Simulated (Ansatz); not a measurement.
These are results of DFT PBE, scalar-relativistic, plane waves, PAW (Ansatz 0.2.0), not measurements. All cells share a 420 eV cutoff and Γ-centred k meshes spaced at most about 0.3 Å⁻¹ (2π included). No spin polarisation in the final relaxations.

Temperature and zero-point effects are left out.

Two forms of AlGa₂As₃ were relaxed alike.

A.

Space group P3m1 (No. 156). a = 4.059 Å, b = 4.059 Å, c = 9.940 Å, α = 90.00°, β = 90.00°, γ = 120.00°
| atom | site | symmetry | x | y | z |
| --- | --- | --- | --- | --- | --- |
| Al | 1a | 3m. | 0.0000 | 0.0000 | 0.9995 |
| Ga | 1b | 3m. | 0.3333 | 0.6667 | 0.6669 |
| Ga | 1c | 3m. | 0.6667 | 0.3333 | 0.3334 |
| As | 1b | 3m. | 0.3333 | 0.6667 | 0.9176 |
| As | 1c | 3m. | 0.6667 | 0.3333 | 0.5833 |
| As | 1a | 3m. | 0.0000 | 0.0000 | 0.2493 |

B.

Space group P6_3mc (No. 186). a = 4.048 Å, b = 4.048 Å, c = 19.990 Å, α = 90.00°, β = 90.00°, γ = 120.00°
```json
{"atom": "Al", "site": "2b", "symmetry": "3m.", "x": "0.3333", "y": "0.6667", "z": "0.3329"}
{"atom": "Ga", "site": "2b", "symmetry": "3m.", "x": "0.3333", "y": "0.6667", "z": "0.6669"}
{"atom": "Ga", "site": "2b", "symmetry": "3m.", "x": "0.3333", "y": "0.6667", "z": "0.0000"}
{"atom": "As", "site": "2b", "symmetry": "3m.", "x": "0.3333", "y": "0.6667", "z": "0.1248"}
{"atom": "As", "site": "2b", "symmetry": "3m.", "x": "0.3333", "y": "0.6667", "z": "0.4576"}
{"atom": "As", "site": "2b", "symmetry": "3m.", "x": "0.3333", "y": "0.6667", "z": "0.7918"}
```

**Question.** Which form is favoured at zero pressure, and by what margin per atom?

**Answer.** A is lower, by 9 meV/atom. A has Al and Ga ordered on zinc blende sites, space group P3m1 (No. 156), 23.6 Å³/atom and a gap of 0.53 eV on its mesh; B has Al and Ga ordered on wurtzite sites, space group P6_3mc (No. 186), 23.6 Å³/atom and a gap of 0.52 eV. Counting As atoms around Al and Ga (those within 1.25 times the shortest such distance or 1.15 times the sum of covalent radii), A and B both have Al 4, Ga 4. Both come from invented guesses.

Kohn–Sham gaps at this level usually fall short of measured ones. Cells relaxed within their symmetry can be saddle points.

The 9 meV/atom preference for A is essentially a stacking energy. Both forms have the same sequence of one Al layer to two Ga layers, the same fourfold cation surroundings and the same volume, so they part only beyond the first shell. Zinc blende staggers all the bonds, whereas wurtzite eclipses those along the c axis and brings third-neighbour cations and anions closer together. That contact pays electrostatically in strongly ionic compounds, but in weakly polar, largely covalent arsenides the staggered arrangement wins, in line with the zinc blende structure of bulk GaAs and AlAs. The cell shape of B fits this picture: a shrinks from 4.059 to 4.048 Å while the layer spacing grows, a stretch along c typical of wurtzite forms of compounds that prefer zinc blende. The gaps are too close to distinguish the two stackings electronically. Because Al and Ga are nearly equal in size, the energy of cation ordering is probably small too, and the comparison doesn't show whether ordered A would survive against a random alloy or separation into GaAs and AlAs.
